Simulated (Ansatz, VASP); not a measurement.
**Two plane-wave programs on MgO**

```
CELL_PARAMETERS angstrom
3.11650 0.00000 0.00000
-1.55825 2.69897 0.00000
0.00000 0.00000 10.23350
ATOMIC_POSITIONS crystal
Mg 0.33333 0.66667 0.96949
Mg 0.00000 0.00000 0.22082
Mg 0.00000 0.00000 0.72082
Mg 0.66667 0.33333 0.46949
O 0.33333 0.66667 0.78004
O 0.00000 0.00000 0.52964
O 0.00000 0.00000 0.02964
O 0.66667 0.33333 0.28004
```

Alike in both runs: task single point; functional PBE; k mesh 9 × 9 × 2; occupations gaussian, width 0.05 eV; no spin polarisation.

|  | VASP | Ansatz |
| --- | --- | --- |
| version | VASP 6.6.1 | Ansatz 0.2.0 |
| potentials or method | VASP PAW PBE potentials, release 64 (Mg, O) | scalar-relativistic, plane waves, PAW |
| plane-wave cutoff (eV) | 520 | 520 |
| valence electrons in the cell | 32 | 64 |

Ansatz gave:

```
gap on the k mesh at the Fermi level (eV)       : 4.27
least direct gap on the mesh (eV)               : 4.27
pressure (GPa)                                  : 19.5
largest component of the traceless stress (GPa) : 5.61
rms of the force components (eV/Å)              : 0.178
```

Problem. Estimate VASP's values.

Solution. gap on the k mesh at the Fermi level (eV): 4.26; least direct gap on the mesh (eV): 4.26; pressure (GPa): 19.2; largest component of the traceless stress (GPa): 5.69; rms of the force components (eV/Å): 0.181.

Atom by atom the forces differ by 0.004 eV/Å (rms over components). The two sets of potentials don't hold the same shells in valence.

Caveats: so large a pressure means that the cell lies far from this level's equilibrium, or that cutoff or potentials fall short (VASP). Expect the measured gap to be larger: semilocal functionals such as PBE lack the derivative discontinuity.
